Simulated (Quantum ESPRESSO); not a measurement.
MoS2:

```
CELL_PARAMETERS angstrom
3.22746 0.00000 0.00000
-1.61373 2.79507 0.00000
0.00000 0.00000 6.31247
ATOMIC_POSITIONS crystal
Mo 0.00000 0.00000 0.50000
S 0.66667 0.33333 0.74468
S 0.33333 0.66667 0.25532
```

Measurements of this composition are mostly on another form, of space group No. 194.

Base run:

```yaml
Program: Quantum ESPRESSO 7.5
Functional: AM05
Potentials_or_basis: PseudoDojo 0.4.1 SR PBE standard
Cutoff: 1088 eV
Density_cutoff: 4354 eV
k_mesh: 9 × 9 × 4
Occupations: fermi-dirac, width 0.05 eV
Spin: no spin polarisation
```

Its results: band gap on the k mesh none (metal or under the smearing width); pressure -3.3 GPa; largest force 0.053 eV/Å.

Question: The run is repeated on the same cell with these changes: functional from AM05 to PBE; potentials or basis from PseudoDojo 0.4.1 SR PBE standard to SSSP 1.3 efficiency PBE; cutoff from 1088 eV to 816 eV; density cutoff from 4354 eV to 5987 eV. What comes out?

Answer: Band gap on the k mesh none (metal or under the smearing width); pressure 1.0 GPa; largest force 0.291 eV/Å.

Caveats: this functional lacks dispersion, which binds the layers, so the pressure and a relaxed spacing across them are unreliable; the potentials were made for another functional, which shifts forces and pressure (some runs).
